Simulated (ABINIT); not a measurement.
# Sb (R-3m) in ABINIT: settings compared

Aim: see how the results for Sb move with the level of theory and the settings. Levels: LDA, PW91, HCTH407, SOGGA, LDA-PZ. Tasks: equation of state, band structure.

Everything below comes from runs of ABINIT 10.8.3 (patched build). Logs are shortened: lines on timing, memory, paths and dates and some standing lists are left out, and cuts for length are marked. The log counts tension as positive stress, the text compression.

## Step 1: Starting point

The structure is trigonal, space group R-3m (No. 166). Conventional cell: a = 4.308 Å, b = 4.308 Å, c = 11.274 Å, α = 90.00°, β = 90.00°, γ = 120.00°. Sb (site symmetry 3m) is surrounded by 3 Sb at 2.91 Å.

## Step 2: Equation of state, LDA

Input file run.abi:

```
# Datasets: one volume each
ndtset 7
getwfk -1
scalecart1 3*0.9795861087
scalecart2 3*0.9864848297
scalecart3 3*0.9932883884
scalecart4 3*1.0000000000
scalecart5 3*1.0066227096
scalecart6 3*1.0131594038
scalecart7 3*1.0196128224

# Pseudopotentials
pp_dirpath "./"
pseudos "Sb.hgh"

# Structure
acell 3*1.0 Angstrom
rprim
     2.1542000000     1.2437279499     3.7580000000
    -2.1542000000     1.2437279499     3.7580000000
     0.0000000000    -2.4874558998     3.7580000000
ntypat 1
znucl 51
natom 2
typat 1 1
xred
     0.7665100000     0.7665100000     0.7665100000
     0.2334900000     0.2334900000     0.2334900000

# Plane-wave basis
ecut 435.382180 eV

# k points
kptopt 1
ngkpt 8 8 8
nshiftk 1
shiftk 0.0 0.0 0.0

# Exchange and correlation
ixc 7

# Bands and occupations
nband 9
occopt 3
tsmear 0.00183747

# SCF cycle
nstep 100
tolvrs 1.0e-10

# Output
iomode 3
prtwf 1
prtden 0
prteig 0
prtebands 0
enunit 2
```

Potentials or basis: HGH LDA.

The run is started by

```console
abinit run.abi > log 2>&1
```

run.abo:

```text
.Version 10.8.3 of ABINIT
 DATASET    1 : space group R-3 m (#166); Bravais hR (rhombohedral)
================================================================================
 Values of the parameters that define the memory need for DATASET  1.
     intxc =       0    ionmov =       0      iscf =       7    lmnmax =       6
     lnmax =       6     mgfft =      32  mpssoang =       3    mqgrid =    3001
     natom =       2  nloc_mem =       1    nspden =       1   nspinor =       1
    nsppol =       1      nsym =      12    n1xccc =       0    ntypat =       1
    occopt =       3   xclevel =       1
       mpw =        1186          nfft =       32768          nkpt =          65
================================================================================
================================================================================
[... 61 lines left out ...]
 DATASET    7 : space group R-3 m (#166); Bravais hR (rhombohedral)
================================================================================
 Values of the parameters that define the memory need for DATASET  7.
     intxc =       0    ionmov =       0      iscf =       7    lmnmax =       6
     lnmax =       6     mgfft =      32  mpssoang =       3    mqgrid =    3001
     natom =       2  nloc_mem =       1    nspden =       1   nspinor =       1
    nsppol =       1      nsym =      12    n1xccc =       0    ntypat =       1
    occopt =       3   xclevel =       1
       mpw =        1340          nfft =       32768          nkpt =          65
================================================================================
================================================================================

--------------------------------------------------------------------------------
------------- Echo of variables that govern the present computation ------------
--------------------------------------------------------------------------------
 -outvars: echo values of preprocessed input variables --------
            acell      1.8897261259E+00  1.8897261259E+00  1.8897261259E+00 Bohr
              amu      1.21753000E+02
             ecut      1.60000000E+01 Hartree
           enunit           2
           getwfk          -1
                       outvar_i_n : Printing only first  50 k-points.
              ixc           7
           jdtset        1    2    3    4    5    6    7
                       outvar_i_n : Printing only first  50 k-points.
         kptrlatt        8    0    0      0    8    0      0    0    8
          kptrlen1     6.38039387E+01
          kptrlen2     6.42532771E+01
          kptrlen3     6.46964171E+01
          kptrlen4     6.51335683E+01
          kptrlen5     6.55649290E+01
          kptrlen6     6.59906873E+01
          kptrlen7     6.64110214E+01
            natom           2
            nband           9
           ndtset           7
            ngfft          32      32      32
             nkpt          65
            nstep         100
             nsym          12
           ntypat           1
                       prtocc : prtvol=0, do not print more k-points.
           occopt           3
           prtden           0
        prtebands           0
           prteig           0
            rprim1     2.1102243954E+00  1.2183386227E+00  3.6812845965E+00
                      -2.1102243954E+00  1.2183386227E+00  3.6812845965E+00
                       0.0000000000E+00 -2.4366772454E+00  3.6812845965E+00
            rprim2     2.1250856201E+00  1.2269187549E+00  3.7072099900E+00
                      -2.1250856201E+00  1.2269187549E+00  3.7072099900E+00
                       0.0000000000E+00 -2.4538375097E+00  3.7072099900E+00
            rprim3     2.1397418463E+00  1.2353805310E+00  3.7327777636E+00
                      -2.1397418463E+00  1.2353805310E+00  3.7327777636E+00
                       0.0000000000E+00 -2.4707610619E+00  3.7327777636E+00
            rprim4     2.1542000000E+00  1.2437279499E+00  3.7580000000E+00
                      -2.1542000000E+00  1.2437279499E+00  3.7580000000E+00
                       0.0000000000E+00 -2.4874558998E+00  3.7580000000E+00
            rprim5     2.1684666410E+00  1.2519647989E+00  3.7828881427E+00
                      -2.1684666410E+00  1.2519647989E+00  3.7828881427E+00
                       0.0000000000E+00 -2.5039295979E+00  3.7828881427E+00
            rprim6     2.1825479877E+00  1.2600946682E+00  3.8074530395E+00
                      -2.1825479877E+00  1.2600946682E+00  3.8074530395E+00
                       0.0000000000E+00 -2.5201893364E+00  3.8074530395E+00
            rprim7     2.1964499420E+00  1.2681209653E+00  3.8317049866E+00
                      -2.1964499420E+00  1.2681209653E+00  3.8317049866E+00
                       0.0000000000E+00 -2.5362419306E+00  3.8317049866E+00
          spgroup         166
           tolvrs      1.00000000E-10
           tsmear      1.83747000E-03 Hartree
            typat      1  1
                       outvars : Printing only first  50 k-points.
           xangst1    -2.2865761982E-17 -3.0627870303E-17  8.4652243682E+00
                       2.2685782428E-17 -3.7003509234E-17  2.5786294213E+00
           xangst2     4.6590611043E-17  3.1791743463E-16  8.5248405883E+00
                       7.2305347372E-17 -1.0162994577E-16  2.5967893817E+00
           xangst3     3.4707854027E-16  1.7711474172E-16  8.5836344507E+00
                       9.2600594062E-18  3.8233301269E-17  2.6146988401E+00
           xangst4     6.5944698456E-17 -2.8312531642E-17  8.6416337400E+00
                      -7.1942261302E-18 -4.0728238676E-17  2.6323662600E+00
           xangst5     3.4623822877E-16  2.4455089257E-16  8.6988647707E+00
                       1.4884010179E-17  3.8453934096E-17  2.6497996573E+00
           xangst6    -6.6483873819E-17  1.1655409602E-16  8.7553524879E+00
                       1.8697821780E-17  5.1254793074E-17  2.6670066306E+00
           xangst7    -1.0335746335E-17 -7.6478324400E-17  8.8111205678E+00
                       2.1402046966E-17 -4.0494059719E-17  2.6839943919E+00
            xcart1    -4.3210027805E-17 -5.7878286693E-17  1.5996955650E+01
                       4.2869915740E-17 -6.9926498150E-17  4.8729033865E+00
            xcart2     8.8043494911E-17  6.0077688209E-16  1.6109613979E+01
                       1.3663730397E-16 -1.9205276370E-16  4.9072207381E+00
            xcart3     6.5588338529E-16  3.3469835471E-16  1.6220718277E+01
                       1.7498976187E-17  7.2250468287E-17  4.9410647095E+00
            xcart4     1.2461741954E-16 -5.3502930734E-17  1.6330321049E+01
                      -1.3595117074E-17 -7.6965216688E-17  4.9744512945E+00
            xcart5     6.5429542669E-16  4.6213421080E-16  1.6438472023E+01
                       2.8126702893E-17  7.2667403905E-17  5.0073956408E+00
            xcart6    -1.2563631331E-16  2.2025532034E-16  1.6545218338E+01
                       3.5333762315E-17  9.6857521550E-17  5.0399121077E+00
            xcart7    -1.9531729879E-17 -1.4452308768E-16  1.6650604735E+01
                       4.0444007299E-17 -7.6522682596E-17  5.0720143243E+00
             xred      7.6651000000E-01  7.6651000000E-01  7.6651000000E-01
                       2.3349000000E-01  2.3349000000E-01  2.3349000000E-01
            znucl       51.00000

================================================================================

 chkinp: Checking input parameters for consistency, jdtset=   1.

 chkinp: Checking input parameters for consistency, jdtset=   2.
[... 33 lines left out ...]
 getcut: wavevector=  0.0000  0.0000  0.0000  ngfft=  32  32  32
         ecut(hartree)=     16.000   => boxcut(ratio)=   2.13109

--- Pseudopotential description ------------------------------------------------
- pspini: atom type   1  psp file is ./Sb.hgh
    3    1    2    0      2001   0.00000      pspcod,pspxc,lmax,lloc,mmax,r2well

 pspatm : COMMENT -
  the projectors are not normalized,
  so that the KB energies are not consistent with
  definition in PRB44, 8503 (1991).
  However, this does not influence the results obtained hereafter.

   6.50880220E+02                                ecore*ucvol(ha*bohr**3)
--------------------------------------------------------------------------------

================================================================================

--- !BeginCycle
iteration_state: {dtset: 1, }
solver: {iscf: 7, nstep: 100, nline: 4, wfoptalg: 0, }
tolerances: {tolvrs: 1.00E-10, }
...
[... 1064 lines left out ...]
-Cartesian components of stress tensor (GPa)         [Pressure= -4.2003E+00 GPa]
- sigma(1 1)=  4.31283814E+00  sigma(3 2)=  0.00000000E+00
- sigma(2 2)=  4.31283814E+00  sigma(3 1)=  0.00000000E+00
- sigma(3 3)=  3.97519962E+00  sigma(2 1)=  0.00000000E+00

== END DATASET(S) ==============================================================
================================================================================

 -outvars: echo values of variables after computation  --------
            acell      1.8897261259E+00  1.8897261259E+00  1.8897261259E+00 Bohr
           etotal1    -1.1225370238E+01
           etotal2    -1.1225885177E+01
           etotal3    -1.1226026250E+01
           etotal4    -1.1225834993E+01
           etotal5    -1.1225343520E+01
           etotal6    -1.1224585980E+01
           etotal7    -1.1223590190E+01
            fcart1     4.1694538149E-19 -3.1644787941E-19 -5.6313527719E-03
                      -4.1694538149E-19  3.1644787941E-19  5.6313527719E-03
            fcart2    -1.9817585471E-19 -1.5608881801E-18 -3.3907914566E-03
                       1.9817585471E-19  1.5608881801E-18  3.3907914566E-03
            fcart3    -1.6744384089E-19 -2.2351612833E-19 -1.2910629662E-03
                       1.6744384089E-19  2.2351612833E-19  1.2910629662E-03
            fcart4    -3.3805102435E-20 -9.8459095179E-20  6.6595555646E-04
                       3.3805102435E-20  9.8459095179E-20 -6.6595555646E-04
            fcart5     3.4523928769E-19  3.0287873529E-19  2.4798827090E-03
                      -3.4523928769E-19 -3.0287873529E-19 -2.4798827090E-03
[... 38 lines left out ...]
                       0.0000000000E+00  0.0000000000E+00  0.0000000000E+00
           xangst1    -2.2865761982E-17 -3.0627870303E-17  8.4652243682E+00
                       2.2685782428E-17 -3.7003509234E-17  2.5786294213E+00
           xangst2     4.6590611043E-17  3.1791743463E-16  8.5248405883E+00
                       7.2305347372E-17 -1.0162994577E-16  2.5967893817E+00
           xangst3     3.4707854027E-16  1.7711474172E-16  8.5836344507E+00
                       9.2600594062E-18  3.8233301269E-17  2.6146988401E+00
           xangst4     6.5944698456E-17 -2.8312531642E-17  8.6416337400E+00
                      -7.1942261302E-18 -4.0728238676E-17  2.6323662600E+00
           xangst5     3.4623822877E-16  2.4455089257E-16  8.6988647707E+00
                       1.4884010179E-17  3.8453934096E-17  2.6497996573E+00
           xangst6    -6.6483873819E-17  1.1655409602E-16  8.7553524879E+00
                       1.8697821780E-17  5.1254793074E-17  2.6670066306E+00
           xangst7    -1.0335746335E-17 -7.6478324400E-17  8.8111205678E+00
                       2.1402046966E-17 -4.0494059719E-17  2.6839943919E+00
             xred      7.6651000000E-01  7.6651000000E-01  7.6651000000E-01
                       2.3349000000E-01  2.3349000000E-01  2.3349000000E-01
 Calculation completed.
```

Wall time 1.7 min (1 thread of Arm Neoverse V1, shared host); peak memory 0.11 GiB.

Results:

| Quantity | Value |
| --- | --- |
| Equilibrium volume | 29.54 Å³/atom |
| Bulk modulus at fixed shape and positions | 59 GPa |
| Pressure derivative of the bulk modulus | 4.5 |

Energy against volume, from the lowest point:
| volume (Å³/atom) | energy (meV/atom) |
| --- | --- |
| 28.393 | 8.93 |
| 28.998 | 1.92 |
| 29.602 | 0.00 |
| 30.206 | 2.60 |
| 30.810 | 9.29 |
| 31.414 | 19.60 |
| 32.018 | 33.14 |

Caveat: pressures at fixed basis lie under the slope of the energies; the cell was scaled at fixed shape and fractional positions, which overstates the stiffness of a crystal with free parameters, most of all of layers and chains; HGH potentials are hard and often keep d shells in the core, so these values are rough. The run has no spin-orbit coupling, so splittings on Sb are missing.

## Step 3: Band structure, PW91

Input file run.abi:

```
ndtset 2

pp_dirpath "./"
pseudos "Sb.GGA_PBE-JTH.xml"

acell 8.5163565957 8.5163565957 8.5163565957
rprim
     0.4780034715     0.2759754330     0.8338766345
    -0.4780034715     0.2759754330     0.8338766345
     0.0000000000    -0.5519508659     0.8338766345
ntypat 1
znucl 51
natom 2
typat 1 1
xred
     0.7665100000     0.7665100000     0.7665100000
     0.2334900000     0.2334900000     0.2334900000

ecut 15.0
pawecutdg 30.0

ixc -109134

occopt 3
tsmear 0.05 eV

nstep 100

iomode 3
prtwf 0
prteig 0
prtebands 0
enunit 1
prtden1 1

kptopt1 1
ngkpt1 8 8 8
nshiftk1 1
shiftk1 0.0 0.0 0.0
nband1 19
tolvrs1 1.0e-9

iscf2 -2
getden2 1
nband2 23
nbdbuf2 2
tolwfr2 1.0e-12
kptopt2 -2
ndivsm2 5
prteig2 1
prtvol2 -3
kptbounds2
     0.0000000000     0.0000000000     0.0000000000
     0.5000000000     0.0000000000     0.0000000000
     0.5000000000     0.2396873643    -0.2396873643
```

Potentials or basis: JTH PAW PBE v2.0.

The run is started by

```console
abinit run.abi > log 2>&1
```

run.abo:

```text
.Version 10.8.3 of ABINIT
 DATASET    1 : space group R-3 m (#166); Bravais hR (rhombohedral)
================================================================================
 Values of the parameters that define the memory need for DATASET  1.
     intxc =       0    ionmov =       0      iscf =      17    lmnmax =      18
     lnmax =       6     mgfft =      30  mpssoang =       3    mqgrid =    3001
     natom =       2  nloc_mem =       2    nspden =       1   nspinor =       1
    nsppol =       1      nsym =      12    n1xccc =       1    ntypat =       1
    occopt =       3   xclevel =       2
       mpw =        1147          nfft =       27000          nkpt =          65
 PAW method is used; the additional fine FFT grid is defined by:
   mgfftf=        45    nfftf =     91125
================================================================================
================================================================================

 DATASET    2 : space group R-3 m (#166); Bravais hR (rhombohedral)
================================================================================
 Values of the parameters that define the memory need for DATASET  2.
     intxc =       0    ionmov =       0      iscf =      -2    lmnmax =      18
     lnmax =       6     mgfft =      30  mpssoang =       3    mqgrid =    3001
     natom =       2  nloc_mem =       2    nspden =       1   nspinor =       1
    nsppol =       1      nsym =      12    n1xccc =       1    ntypat =       1
    occopt =       3   xclevel =       2
       mpw =        1140          nfft =       27000          nkpt =          12
 PAW method is used; the additional fine FFT grid is defined by:
   mgfftf=        45    nfftf =     91125
================================================================================
================================================================================

--------------------------------------------------------------------------------
------------- Echo of variables that govern the present computation ------------
--------------------------------------------------------------------------------
 -outvars: echo values of preprocessed input variables --------
            acell      8.5163565957E+00  8.5163565957E+00  8.5163565957E+00 Bohr
[... 425 lines left out ...]
 -22.33440  -22.33440   -5.88381    1.97350    4.78164    5.04721    5.04721    8.92611
   9.53644    9.53644   12.04013   12.04013   12.16429   13.51102   13.93763
 kpt#   2, nband= 23, wtk=  1.00000, kpt=  0.0833  0.0000  0.0000 (reduced coord)
 -22.61275  -22.61155  -22.53018  -22.52924  -22.50592  -22.42048  -22.41985  -22.41495
 -22.33846  -22.33736   -5.80722    1.62975    4.81518    5.02881    5.17134    8.89801
   9.32335    9.35291   11.67428   11.99485   12.05264   14.11275   14.43605
 kpt#   3, nband= 23, wtk=  1.00000, kpt=  0.1667  0.0000  0.0000 (reduced coord)
 -22.60486  -22.59999  -22.52644  -22.52258  -22.50078  -22.42580  -22.42430  -22.41915
 -22.35011  -22.34579   -5.57839    0.81622    4.82657    4.98535    5.46862    8.63254
   8.83415    8.87820   11.46824   11.99360   12.34345   15.33957   15.55708
 kpt#   4, nband= 23, wtk=  1.00000, kpt=  0.2500  0.0000  0.0000 (reduced coord)
 -22.59313  -22.58176  -22.52121  -22.51221  -22.49236  -22.43423  -22.43382  -22.42368
 -22.36775  -22.35835   -5.20052   -0.18262    4.84590    4.94188    5.75819    8.10076
   8.22474    8.31038   11.83543   12.46945   13.00847   16.92290   17.01967
 kpt#   5, nband= 23, wtk=  1.00000, kpt=  0.3333  0.0000  0.0000 (reduced coord)
[... 17 lines left out ...]
 -22.42592  -22.37571   -3.27620   -2.72896    3.13777    4.44212    5.27099    7.16501
   9.01079    9.69611   13.57160   13.96129   15.47307   15.64827   18.79294
 kpt#  10, nband= 23, wtk=  1.00000, kpt=  0.5000  0.1438 -0.1438 (reduced coord)
 -22.58520  -22.50729  -22.49399  -22.48901  -22.48757  -22.47609  -22.45031  -22.43288
 -22.42298  -22.36867   -2.97529   -2.69960    2.33248    3.40812    5.51231    7.32654
  10.56468   10.86220   12.76601   13.01544   16.05778   16.28891   18.69903
 kpt#  11, nband= 23, wtk=  1.00000, kpt=  0.5000  0.1917 -0.1917 (reduced coord)
 -22.58874  -22.51850  -22.49823  -22.49798  -22.48176  -22.46002  -22.45142  -22.43559
 -22.41614  -22.36493   -2.77253   -2.59813    1.88961    2.57189    5.80676    7.47759
  11.52731   11.72667   12.46964   12.49811   16.73964   17.47392   17.94077
 kpt#  12, nband= 23, wtk=  1.00000, kpt=  0.5000  0.2397 -0.2397 (reduced coord)
 -22.58857  -22.53215  -22.50436  -22.50351  -22.47014  -22.45984  -22.44651  -22.43343
 -22.40995  -22.36476   -2.99743   -2.21597    1.87663    2.01680    6.10325    7.53764
  11.47721   11.54257   12.85953   13.03377   17.48919   17.58800   17.85548

== END DATASET(S) ==============================================================
================================================================================

 -outvars: echo values of variables after computation  --------
            acell      8.5163565957E+00  8.5163565957E+00  8.5163565957E+00 Bohr
           etotal1    -1.6536498088E+02
            fcart1    -4.4100961357E-19  1.2285078864E-20 -2.9507620659E-03
                       4.4100961357E-19 -1.2285078864E-20  2.9507620659E-03
            rprim      4.7800347150E-01  2.7597543300E-01  8.3387663450E-01
                      -4.7800347150E-01  2.7597543300E-01  8.3387663450E-01
                       0.0000000000E+00 -5.5195086590E-01  8.3387663450E-01
           strten1    -9.7495776966E-05 -9.7495778461E-05 -7.9081690602E-05
                      -3.6530891777E-13  0.0000000000E+00  0.0000000000E+00
           xangst      1.1247695150E-16  3.4544035599E-10  8.6416337340E+00
                       8.6163867615E-19  1.0522616735E-10  2.6323662582E+00
             xred      7.6651000000E-01  7.6651000000E-01  7.6651000000E-01
                       2.3349000000E-01  2.3349000000E-01  2.3349000000E-01
 Calculation completed.
```

Wall time 55 s (1 thread of Arm Neoverse V1, shared host); peak memory 0.14 GiB.

Results:

```
Free energy                                           : -4499.8104 eV
Largest force                                         : 0.152 eV/Å
Band gap on the k mesh                                : none (metal or under the smearing width)
Valence electrons inside the program's atomic spheres : Sb 12.45 (radii [1.2705] Å)
```

Forces on the atoms (eV/Å):
```
Sb   0.000  0.000 -0.152
Sb   0.000  0.000  0.152
```

Levels at the corners of the path, in eV from the Fermi level:
```
point  band 13  band 14  band 15  band 16  band 17  band 18
    Γ    -2.15    -1.89    -1.89     1.99     2.60     2.60
    L    -2.02    -1.91    -0.38    -0.29     0.11     0.42
   B1    -5.06    -4.92    -0.83     0.60     4.54     4.61
```

Caveat: the cutoff is too short for stress, so the log's stress isn't used; the PAW data sets were made with another functional, which shifts forces and pressure a little; spin-orbit coupling is left out, which moves the levels of the heavy elements.

(Part 1 of 2 ends here.)
